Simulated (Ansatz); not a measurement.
## CdS under compression and expansion

```
CELL_PARAMETERS angstrom
0.00000 2.94295 2.94295
2.94295 0.00000 2.94295
2.94295 2.94295 0.00000
ATOMIC_POSITIONS crystal
Cd 0.00000 0.00000 0.00000
S 0.75000 0.75000 0.75000
```

Structure from Materials Project entry mp-2469 (possibly hypothetical), not relaxed further.

Levels of theory: DFT, PBE, all-electron LAPW, scalar-relativistic (Ansatz 0.2.0); DFT, PBE, PAW with Ansatz's default frozen-core files, scalar-relativistic (Ansatz 0.2.0).

For LAPW: a Γ-centred 7×7×7 k mesh, Fermi–Dirac smearing of 0.02 eV, basis error target 0.5 meV/atom, no spin polarisation. PAW takes a cutoff of 420 eV at this cell. The Ansatz runs share mesh, smearing and spin set-up. Plane-wave (PAW) pressures include the program's estimate of the Pulay term.

The cell above is scaled evenly, with fractional coordinates and shape held.

```
V/V(cell)  V (Å³/atom)  P, LAPW (GPa)  P, PAW (GPa)  gap on the k mesh, LAPW (eV)
   0.9400       23.960           5.37          5.33                          1.22
   0.9600       24.469           3.82          3.79                          1.17
   0.9800       24.979           2.43          2.40                          1.13
   0.9900       25.234           1.80          1.76                          1.11
   1.0000       25.489           1.19          1.16                          1.09
   1.0100       25.744           0.62          0.59                          1.06
   1.0200       25.999           0.08          0.05                          1.04
   1.0400       26.508          -0.92         -0.95                          1.00
   1.0600       27.018          -1.82         -1.84                          0.96
```

(1) What do Birch–Murnaghan fits to the pressures give?

Answers

(1) LAPW: V0 = 26.04 Å³/atom, B0 = 53 GPa, B0′ = 4.6; PAW: V0 = 26.02 Å³/atom, B0 = 53 GPa, B0′ = 4.6.
